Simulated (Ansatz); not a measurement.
Crystal: Al.

```xyz
2
Lattice="4.5467 0.0000 0.0000 -2.2734 3.9376 0.0000 0.0000 0.0000 2.7539" Properties=species:S:1:pos:R:3 pbc="T T T"
Al    0.0000    2.6251    1.3770
Al    2.2734    1.3125    1.3770
```

The cell was built by a generator and needn't be a form met in nature.

| Quantity | Value |
| --- | --- |
| Program | Ansatz 0.2.0 |
| Task | relaxation of cell and atoms |
| Functional | r2SCAN |
| Dispersion | D3(BJ) |
| Potentials or basis | Ansatz PAW |
| Cutoff | 500 eV (not typed: the program's choice for these potentials) |
| k mesh | 7 × 7 × 10 |
| Occupations | fermi-dirac, width 0.05 eV |
| Spin | no spin polarisation |

At the start: volume 24.65 Å³/atom.

**Question.** Where does the relaxation end?

**Answer.** It ends after 5 steps and the volume is 23.83 Å³/atom (-3.3 %); space group P6/mmm (No. 191, to 0.05 Å).

Step by step:
| step | energy change (eV) | largest force (eV/Å) | volume (Å³) |
| --- | --- | --- | --- |
| 1 | 0.0000 | 0.0000 | 49.30 |
| 2 | -0.0085 | 0.0000 | 47.63 |
| 3 | -0.0088 | 0.0000 | 47.66 |
| 4 | -0.0088 | 0.0000 | 47.67 |
| 5 | -0.0088 | 0.0000 | 47.67 |

Final structure:
```
CELL_PARAMETERS angstrom
4.50315 0.00000 0.00000
-2.25158 3.89984 0.00000
0.00000 0.00000 2.71436
ATOMIC_POSITIONS crystal
Al 0.33333 0.66667 0.50000
Al 0.66667 0.33333 0.50000
```

Caveat: the plane-wave basis is chosen anew once the cell has moved, so the energies of steps on either side of that aren't comparable; pairwise dispersion overbinds metals, which lowers pressure and volume; the PAW data sets come from PBE, with cores solved anew for the run's functional, which leaves a small shift of forces and pressure; the dispersion damping was fitted for another functional or another form of the correction.
